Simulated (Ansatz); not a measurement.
Crystal: CdSe.

```
Cd Se
1.0
     0.00000    2.87396    2.87396
     2.87396    0.00000    2.87396
     2.87396    2.87396    0.00000
Cd Se
1 1
Direct
  0.00000 0.00000 0.00000
  0.50000 0.50000 0.50000
```

Measurements of this composition are mostly on another form, of space group No. 186.

- Program: Ansatz 0.2.0
- Task: relaxation of cell and atoms
- Functional: PBEsol
- Potentials or basis: Ansatz PAW
- Cutoff: 420 eV (not typed: the program's choice for these potentials)
- k mesh: 8 × 8 × 8
- Occupations: fermi-dirac, width 0.05 eV
- Spin: no spin polarisation

At the start: volume 23.74 Å³/atom.

**Question.** Where does the relaxation end?

**Answer.** It ends after 5 steps and the volume is 22.29 Å³/atom (-6.1 %); space group Fm-3m (No. 225, to 0.05 Å).

The path:
```tsv
step	energy change (eV)	largest force (eV/Å)	volume (Å³)
1	0.0000	0.0000	47.48
2	-0.0211	0.0000	42.80
3	-0.0373	0.0000	44.80
4	-0.0376	0.0000	44.57
5	-0.0370	0.0000	44.57
```

Final structure:
```
CELL_PARAMETERS angstrom
0.00000 2.81412 2.81412
2.81412 0.00000 2.81412
2.81412 2.81412 0.00000
ATOMIC_POSITIONS crystal
Cd 0.00000 0.00000 0.00000
Se 0.50000 0.50000 0.50000
```

Caveat: the plane-wave basis is chosen anew once the cell has moved, so the energies of steps on either side of that aren't comparable; the PAW data sets come from PBE, with cores solved anew for the run's functional, which leaves a small shift of forces and pressure.
